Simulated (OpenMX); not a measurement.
SiO2 under changes of volume

One of the cells (15.195 Å³/atom); the others are scaled copies at fixed shape and fractional positions:

```
Si O
1.0
    -2.83790    2.83790    5.66021
     2.83790   -2.83790    5.66021
     2.83790    2.83790   -5.66021
Si O
4 8
Direct
  0.87500 0.26362 0.88862
  0.01362 0.62500 0.88862
  0.73638 0.12500 0.11138
  0.37500 0.98638 0.11138
  0.63373 0.13373 0.50000
  0.46788 0.96788 0.93575
  0.03212 0.53212 0.06425
  0.11627 0.11627 0.00000
  0.88373 0.88373 0.00000
  0.86627 0.36627 0.50000
  0.28212 0.71788 0.00000
  0.71788 0.28212 0.00000
```

The cell comes from a database or a generator and needn't be the stable form of this composition.

```yaml
Program: OpenMX 3.8.5
Functional: LDA
Potentials_or_basis: OpenMX 2013 LDA set, Si7.0-s2p2d1, O6.0-s2p2d1, fixed grid of 60 × 60 × 48 points
k_mesh: 7 × 7 × 7
Occupations: fermi-dirac, width 0.05 eV
Spin: no spin polarisation
```

```tsv
volume (Å³/atom)	energy over the lowest point (meV/atom)	gap on the mesh (eV)	largest force (eV/Å)
14.283	15.49	5.56	0.956
14.587	4.22	5.44	0.613
14.891	0.00	5.30	0.296
15.195	2.10	5.16	0.093
15.499	9.93	5.02	0.280
15.803	?	?	?
16.107	40.59	4.70	0.757
```

Task: What does the run at 15.803 Å³/atom give?

Result: Energy over the lowest point 22.92 meV/atom; gap on the mesh 4.86 eV; largest force 0.525 eV/Å.

Worked out: A Birch-Murnaghan fit of order 3 (a polynomial in V^(-2/3)) to the other rows has its minimum at 14.94 Å³/atom with B0 = V·E''(V) = 162 GPa and B' = 4.0 at fixed shape and positions, which overstates the stiffness. It gives 22.93 meV/atom at 15.803 Å³/atom, against the run's 22.92. A parabola through the other rows of the gap, of slope -8.18 eV per unit of ln V (its deformation potential) there, gives 4.86 eV, against the run's 4.86.

Energies are extrapolated to zero smearing.

Caveats: an odd mesh through Γ misses points on the zone boundary, where band edges often lie; the basis of atomic orbitals isn't converged, which shifts pressures, moduli and gaps.
